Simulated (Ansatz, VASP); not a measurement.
**SiC (Moissanite 3C): VASP beside Ansatz**

File POSCAR:

```
SiC
1.0
    0.0000000000      2.2068033004      2.2068033004
    2.2068033004      0.0000000000      2.2068033004
    2.2068033004      2.2068033004      0.0000000000
Si C
1 1
Direct
    0.0000000000      0.0000000000      0.0000000000
    0.2500000000      0.2500000000      0.2500000000
```

The input INCAR.step1:

```
SYSTEM = SiC
ALGO = Normal
EDIFF = 1E-4
ENCUT = 520
GGA = PE
ISMEAR = 0
LASPH = .True.
LCHARG = .False.
LREAL = .False.
LWAVE = .True.
NBANDS = 11
NELM = 80
PREC = Accurate
SIGMA = 0.05
```

INCAR.step2

```
SYSTEM = SiC
ALGO = Normal
EDIFF = 1E-6
ENCUT = 520
ISIF = 2
ISMEAR = 0
ISTART = 1
LASPH = .True.
LCHARG = .True.
LELF = .True.
LMIXTAU = .True.
LREAL = .False.
LVHAR = .True.
LWAVE = .False.
METAGGA = R2SCAN
NBANDS = 11
NELM = 80
PREC = Accurate
SIGMA = 0.05
```

File KPOINTS:

```
k-points
0
Gamma
  10 10 10
  0 0 0
```

Input for Ansatz:

```yaml
crystal:
  lattice:
    - [0.0, 2.2068033004, 2.2068033004]
    - [2.2068033004, 0.0, 2.2068033004]
    - [2.2068033004, 2.2068033004, 0.0]
  atoms:
    - { symbol: Si, position: [0.0, 0.0, 0.0] }
    - { symbol: C, position: [0.25, 0.25, 0.25] }
basis:
  ecutwfc: 500
  ecutrho_ratio: 4
kpoints:
  mp_grid: { grid: [10, 10, 10] }
hamiltonian:
  xc: r2scan
scf:
  occupations: { method: gaussian, width: 0.05 }
output:
  forces: true
  stress: true
  eigenvalues: true
```

Alike in both runs: task single point; functional r2SCAN; k mesh 10 × 10 × 10; occupations gaussian, width 0.05 eV; no spin polarisation.

|  | VASP | Ansatz |
| --- | --- | --- |
| version | VASP 6.6.1 | Ansatz 0.2.0 |
| potentials or method | VASP PAW PBE potentials, release 64 (Si, C) | scalar-relativistic, plane waves, PAW |
| plane-wave cutoff (eV) | 520 | 500 |
| valence electrons in the cell | 8 | 8 |

Ansatz gave:

```
gap on the k mesh at the Fermi level (eV) : 1.74
least direct gap on the mesh (eV)         : 5.00
pressure (GPa)                            : -8.3
```

**Question.** What did VASP give for the same quantities?

**Answer.** gap on the k mesh at the Fermi level (eV): 1.75; least direct gap on the mesh (eV): 5.01; pressure (GPa): -8.4.

The functional is the same, so the differences come from potentials, cutoffs and numerics.

Caveats: the PAW data sets were made with another functional, which shifts forces and pressure a little (VASP). A k mesh can miss the band edges. r2SCAN opens gaps a little over a GGA but as a rule still falls short of measured ones.
